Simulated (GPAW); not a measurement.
Runs of GPAW 26.7.0 on AlN. The structure is cubic, space group F-43m (No. 216). The conventional cell has a = 4.368 Å, b = 4.368 Å, c = 4.368 Å, α = 90.00°, β = 90.00°, γ = 90.00°. Al (site symmetry -43m) has 4 N at 1.89 Å as nearest neighbours. N (site symmetry -43m) has 4 Al at 1.89 Å as nearest neighbours. Measurements of this composition are mostly on another form, of space group No. 186.

```csv
task,level,potentials or basis,band path,band points,data set,gap on the mesh (eV),pressure (GPa),V0 of scaled cells (Å³/atom),B0 (GPa)
equation of state,PBEsol+D3,"PAW data sets generated in the run's folder for this functional, pw",-,-,-,-,-,(a),(c)
equation of state,revPBE+D4,"the program's PAW data sets (release 1.2.1) made for this functional, pw",-,-,-,-,-,10.36,204
band structure,r2SCAN,"GPAW PAW data sets (gpaw-data 1.2.1), pw","GXWKGLUWLK,UX",100,-,3.99,0.9,-,-
band structure,PBEsol,"PAW data sets generated in the run's folder for this functional, pw","GXWKGLUWLK,UX",60,-,(b),2.2,-,-
equation of state,PBE,"JTH PAW 2.0, PBE, pw",-,-,"Al jth, N jth",-,-,10.68,199
```

Alike in all rows: no spin polarisation; cell as given; k mesh 10 × 10 × 10; cutoff (eV) 800; smearing fermi-dirac 0.05 eV.

Question: Fill in the values left out.

Answer: (a) 10.44; (b) 3.18; (c) 208.

Caveats: the PAW data sets were made with another functional, which shifts forces and pressure a little (some runs); the program truncates these outside data sets (some runs).

A k mesh can miss the band edges.

Not every run made on this cell is shown here.
